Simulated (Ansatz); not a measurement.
# LiCl: energy against volume in PBE, exact exchange and the RPA

The task here is to estimate one member of a computed series from the others.

The runs shown are made with Ansatz 0.2.0. PBE orbitals, norm-conserving pseudopotentials, plane waves. Calculated at 0 K for a non-magnetic cell.

### The system as given

The cell was relaxed beforehand with r2SCAN; volume changes: +0 %, -5 %, +5 %, -10 %, +10 %.

The symmetry is P6_3mc (No. 186, hexagonal); conventional cell a = 3.894 Å, c = 6.226 Å, 20.44 Å³ an atom. Li has 4 Cl at 2.37 Å; Cl has 4 Li at 2.37 Å.

The structure in full:

```cif
data_structure
_symmetry_space_group_name_H-M 'P 1'
_symmetry_Int_Tables_number 1
_cell_length_a 3.8937
_cell_length_b 3.8937
_cell_length_c 6.2259
_cell_angle_alpha 90.000
_cell_angle_beta 90.000
_cell_angle_gamma 120.000
_cell_volume 81.75
loop_
_atom_site_label
_atom_site_type_symbol
_atom_site_fract_x
_atom_site_fract_y
_atom_site_fract_z
_atom_site_occupancy
Li1 Li 0.66667 0.33333 0.87808 1
Li2 Li 0.33333 0.66667 0.37808 1
Cl1 Cl 0.66667 0.33333 0.49692 1
Cl2 Cl 0.33333 0.66667 0.99692 1
```

The first run:

input.yaml reads:

```yaml
crystal:
  lattice:
    - [3.8937403922, 0.0, 0.0]
    - [-1.9468701961, 3.3720780954, 0.0]
    - [0.0, 0.0, 6.2258774044]
  atoms:
    - { symbol: Li, position: [0.6666666667, 0.3333333333, 0.878076154] }
    - { symbol: Li, position: [0.3333333333, 0.6666666667, 0.378076154] }
    - { symbol: Cl, position: [0.6666666667, 0.3333333333, 0.496924846] }
    - { symbol: Cl, position: [0.3333333333, 0.6666666667, 0.996924846] }
kpoints:
  mp_grid: { grid: [6, 6, 2] }
hamiltonian:
  xc: pbe
  pseudopotentials: { kind: nc }
scf:
  occupations: { method: fixed }
output:
  rpa_energy:
    ecut_chi_ladder: [147, 165, 183, 203, 223]
    long_wavelength: optical_limit
basis:
  ecutwfc: 1034.032677
```

Among the steps run: The unscaled cell; Volume -5 %; Volume +5 %; Volume -10 %; Volume +10 %.

One of the session's tables, all rows but one given; the rest of the session is left out.

It belongs to the step «The three curves». Energies in meV/atom from the unscaled cell:

```
volume (Å³/atom)   PBE  exact exchange  EXX+RPA  RPA correlation
          18.393  29.1            50.9     11.4            -39.5
          19.415     ?               ?        ?                ?
          20.436   0.0             0.0      0.0              0.0
          21.458  -0.3            -8.5      6.0             14.6
          22.480   6.1            -9.0     22.3             31.4
```

Estimate the missing values for volume (Å³/atom) = 19.415.

Worked estimate for «PBE». A straight line through the neighbours (18.393, 29.1) and (20.436, 0.0) gives 29.1 + (0.0 − 29.1) × (19.415 − 18.393) / (20.436 − 18.393) = 14.5; a parabola fitted to 3 rows on both sides gives 9.8.

As computed: PBE: 9.0; exact exchange: 18.8; EXX+RPA: 0.7; RPA correlation: -18.1. In «PBE» the line misses by +5.5 and the parabola by +0.8.
